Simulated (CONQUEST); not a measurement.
Pd:

```
Pd
1.0
     2.75277    0.00000    0.00000
     0.00000    2.75277    0.00000
     0.00000    0.00000    3.89300
Pd
2
Direct
  0.00000 0.00000 0.00000
  0.50000 0.50000 0.50000
```

- Program: CONQUEST 1.3
- Task: single point
- Functional: PBE
- Potentials or basis: PseudoDojo NC PBE, SZP, grid cutoff 120 Ha
- k mesh: 8 × 8 × 6
- Occupations: fermi-dirac, width 0.05 eV
- Spin: no spin polarisation

On this cell: pressure 14.6 GPa; largest force zero by symmetry; band gap on the k mesh none (metal or under the smearing width).

The same run follows on a disturbed copy (atoms of the box moved at random, drawn with an rms of 0.05 Å):

```xyz
2
Lattice="2.7528 0.0000 0.0000 0.0000 2.7528 0.0000 0.0000 0.0000 3.8930" Properties=species:S:1:pos:R:3 pbc="T T T"
Pd   -0.0708   -0.0295   -0.0134
Pd    1.3592    1.3780    1.9656
```

Q: What does the disturbed cell give?

A: The energy (extrapolated to zero smearing) moves by +8.4 meV/atom; pressure 14.8 GPa; largest force 0.529 eV/Å; band gap on the k mesh none (metal or under the smearing width).

Forces on the atoms (eV/Å):
```
Pd   0.296  0.170  0.395
Pd  -0.308 -0.176 -0.392
```

Caveats: the atomic basis is small; the basis of atomic orbitals isn't converged, which shifts pressures, moduli and gaps; the box holds several primitive cells, so bands are folded and the points are those of the box's own zone (some runs); the real-space grid breaks the cell's symmetry a little (some runs).
